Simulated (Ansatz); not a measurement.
# CHF3: the cost of one run

Computed with Ansatz 0.2.0 (Hartree-Fock, Gaussian basis def2-SVP, and further levels as typed in the inputs, unless a step's input says otherwise).

## (1) Starting point

Bond lengths: F1–C2 1.350 Å, C2–F3 1.350 Å, C2–F4 1.350 Å, C2–H5 1.093 Å. Angles: F1–C2–F3 107.9°, F1–C2–F4 107.9°, F1–C2–H5 111.0°, F3–C2–F4 107.9°, F3–C2–H5 111.0°, F4–C2–H5 111.0°.

Structure file:

```xyz
5

F    -1.0707   -0.6523   -0.4318
C     0.0003   -0.0026    0.0717
F     1.1110   -0.5765   -0.4379
F    -0.0452    1.2737   -0.3659
H     0.0047   -0.0423    1.1639
```

## (2) Relaxing the atoms: CHF3

Input file input.yaml:

```yaml
relax:
  f_tol: 0.001
  max_steps: 200
crystal:
  periodic: [false, false, false]
  atoms:
    - { symbol: F, position_ang: [-1.07069, -0.65227, -0.43184] }
    - { symbol: C, position_ang: [0.00029, -0.00261, 0.07171] }
    - { symbol: F, position_ang: [1.11097, -0.57651, -0.43786] }
    - { symbol: F, position_ang: [-0.04524, 1.27374, -0.36588] }
    - { symbol: H, position_ang: [0.00468, -0.04235, 1.16387] }
basis:
  gaussian: { orbitals: def2-SVP }
hamiltonian:
  xc: hf
```

On the command line:

```bash
$ ansatz run input.yaml --threads 4 --pin off --max-ram 14336MiB --backend cpu --events-out ev --progress --plain --runs-dir out
```

**Question.** How long does this run take on 4 threads of Intel Xeon Platinum 8375C at 2.90GHz (Ice Lake), shared host, and how much memory does it need?

About 2.7 s, with a peak of 0.12 GiB.
